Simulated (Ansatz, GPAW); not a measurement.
Given: the input of a run of GPAW 26.7.0 (ASE script) on Rh (Rhodium). 

Contents of run.py:

```python
from ase import Atoms
from ase.dft.bandgap import bandgap
from ase.io import write
from ase.units import GPa
from gpaw import GPAW, PW

atoms = Atoms(['Rh'],
              cell=[[0.0, 1.89785, 1.89785],
                    [1.89785, 0.0, 1.89785],
                    [1.89785, 1.89785, 0.0]],
              scaled_positions=[[0.0, 0.0, 0.0]],
              pbc=True)

calc = GPAW(mode=PW(600),
            xc='PBE',
            kpts={'size': (12, 12, 12), 'gamma': True},
            occupations={'name': 'methfessel-paxton', 'order': 0, 'width': 0.05},
            nbands=16,
            convergence={'density': 1e-05, 'energy': 1e-05},
            maxiter=150,
            txt='gpaw.txt')
atoms.calc = calc
energy = atoms.get_potential_energy()
forces = atoms.get_forces()
stress = atoms.get_stress()
calc.write('gs.gpw')
write('result.traj', atoms)
print(f'Energy: {energy:.6f} eV')
print('Forces (eV/A):')
print(forces.round(4))
print('Stress (GPa):', (stress / GPa).round(3))
print('Fermi level:', round(calc.get_fermi_level(), 4), 'eV')
print(f'Gap: {bandgap(calc)[0]:.4f} eV, direct: {bandgap(calc, direct=True)[0]:.4f} eV')
```

Potentials or basis: GPAW PAW data sets (gpaw-data 1.2.1), pw.

Run with:

```bash
$ OMP_NUM_THREADS=1 python run.py
```

Problem. Set up the same calculation for Ansatz 0.2.0. Potentials or basis there: all-electron LAPW, scalar-relativistic.

Solution. As run (cutoffs and basis follow the program's own potentials, and thresholds, step limits or extra output files can differ):

The input input.yaml:

```yaml
crystal:
  lattice:
    - [0.0, 1.89785, 1.89785]
    - [1.89785, 0.0, 1.89785]
    - [1.89785, 1.89785, 0.0]
  atoms:
    - { symbol: Rh, position: [0.0, 0.0, 0.0] }
kpoints:
  mp_grid: { grid: [12, 12, 12] }
scf:
  occupations: { method: gaussian, width: 0.05 }
hamiltonian:
  xc: pbe
  pseudopotentials: { kind: all_electron, lapw: { basis_error: 0.001 } }
output:
  forces: true
  stress: true
  eigenvalues: true
```

Potentials or basis: all-electron LAPW, scalar-relativistic.

The run is started by

```bash
$ ansatz run input.yaml --threads 1 --pin off --max-ram 3072MiB --backend cpu --events-out ev --progress --plain --runs-dir out
```

Both were run:

|  | GPAW | Ansatz |
| --- | --- | --- |
| Pressure | 9.2 GPa | 7.2 GPa |

Where Ansatz's input types no cutoff or centring, it takes its own default and a Γ-centred mesh.

The two runs disagree by more than potentials and bases usually give (in gap, levels, pressure or energy); the cause wasn't traced.

Pressure is positive in compression.
